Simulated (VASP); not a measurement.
## BAs: dielectric tensor with LDA

Crystal: BAs.

```
CELL_PARAMETERS angstrom
0.00000 2.38890 2.38890
2.38890 0.00000 2.38890
2.38890 2.38890 0.00000
ATOMIC_POSITIONS crystal
B 0.00000 0.00000 0.00000
As 0.25000 0.25000 0.25000
```

The cell was built by a generator and needn't be a form met in nature.

```yaml
Program: VASP 6.6.1
Task: dielectric tensor
Functional: LDA
Potentials_or_basis: VASP PAW LDA potentials, release 64 (B, As)
Cutoff: 520 eV
k_mesh: 12 × 12 × 12
Occupations: gaussian, width 0.02 eV
Spin: no spin polarisation
Further_INCAR_settings: ALGO = Normal; EDIFF = 1e-08
```

| Quantity | Value |
| --- | --- |
| Band gap on the k mesh | 1.13 eV, indirect (least direct gap 3.25 eV) |
| Electronic dielectric tensor (diagonal) | 9.77 |
| Born charges (mean of the diagonal) | B -0.50; As +0.50 e |

Levels at points of the mesh, in eV from the valence-band top:
```csv
k point,band 1,band 2,band 3,band 4,band 5,band 6,band 7,band 8
"(0.00, 0.00, 0.00)",-15.37,0.00,0.00,0.00,3.25,3.25,3.25,4.69
"(0.50, 0.00, 0.00)",-12.52,-8.75,-1.82,-1.82,2.69,4.75,4.75,8.69
"(0.50, 0.50, 0.00)",-11.24,-8.42,-4.07,-4.07,1.34,1.41,11.23,11.23
```

Electronic dielectric tensor:
```
9.77 0.00 0.00
0.00 9.77 0.00
0.00 0.00 9.77
```

Born effective charge tensors (e):
atom 1, B
```
-0.50  0.00  0.00
 0.00 -0.50  0.00
 0.00  0.00 -0.50
```
atom 2, As
```
0.50 0.00 0.00
0.00 0.50 0.00
0.00 0.00 0.50
```

Wall time 91 s on 2 MPI ranks on Intel(R) Xeon(R) Platinum 8559C (Emerald Rapids), on a shared host, peak memory 0.28 GiB a rank.

A k mesh can miss the band edges.
